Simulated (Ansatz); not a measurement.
The calculation used DFT PBE, scalar-relativistic, plane waves, PAW (Ansatz 0.2.0). All cells share a 420 eV cutoff and Γ-centred k meshes spaced at most about 0.3 Å⁻¹ (about 0.25 or finer for metals, 2π included). No spin polarisation in the final relaxations.

Temperature and zero-point effects are left out. Lower structures may exist.

Question: Order these relaxed structures of PtS2 by energy, lowest first, with the energy over the lowest of them.
A.

```xyz
6
Lattice="5.4515 0.0000 0.0000 0.0000 5.4515 0.0000 0.0000 0.0000 3.8205" Properties=species:S:1:pos:R:3 pbc="T T T"
Pt    0.0000    0.0000    0.0000
Pt    2.7257    2.7257    1.9102
S     3.7623    1.6892    0.0000
S     1.6892    3.7623    0.0000
S     1.0365    1.0365    1.9102
S     4.4149    4.4149    1.9102
```

B.

```xyz
6
Lattice="3.7373 0.0000 0.0000 0.0000 3.7373 0.0000 0.0000 0.0000 9.7008" Properties=species:S:1:pos:R:3 pbc="T T T"
Pt    1.8686    0.0000    0.0000
Pt    0.0000    1.8686    4.8504
S     1.8686    1.8686    8.2861
S     1.8686    1.8686    6.2651
S     1.8686    1.8686    1.4147
S     1.8686    1.8686    3.4357
```

C.

```xyz
3
Lattice="3.5765 0.0000 0.0000 -1.7883 3.0974 0.0000 0.0000 0.0000 6.4970" Properties=species:S:1:pos:R:3 pbc="T T T"
Pt    0.0000    0.0000    0.0000
S     0.0000    2.0649    1.2276
S     1.7883    1.0325    5.2694
```

D.

```xyz
6
Lattice="3.5107 0.0000 0.0000 -1.7554 3.0404 0.0000 0.0000 0.0000 11.0786" Properties=species:S:1:pos:R:3 pbc="T T T"
Pt    0.0000    2.0269    2.7697
Pt    1.7554    1.0135    8.3090
S     0.0000    2.0269    6.9294
S     1.7554    1.0135    1.3901
S     0.0000    2.0269    9.6885
S     1.7554    1.0135    4.1492
```

Answer: C (0 meV/atom), A (346 meV/atom), B (413 meV/atom), D (572 meV/atom). Forms: C cadmium iodide type, P-3m1; A rutile type, P4_2/mnm; B P4_2/mmc; D 2H molybdenite type, P6_3/mmc. Counting S atoms around Pt (those within 1.25 times the shortest such distance or 1.15 times the sum of covalent radii): C has Pt 6; A has Pt 6; B has Pt 4; D has Pt 6. B holds S–S pairs (shortest 2.02 Å) (bonds between like non-metal atoms; other contacts aren't counted).

No dispersion correction is applied, so the spacing and binding between layers, chains or molecules are poorly described (P-3m1, P6_3/mmc), and this can change margins and order among such cells. These runs have no spin–orbit coupling, which can matter for Pt. The P-3m1 cell at 24.0 Å³/atom was relaxed from a cell as deposited in COD. Cells relaxed within their symmetry can be saddle points. Some candidate types were left out of the draw beforehand, so a known form may be missing.
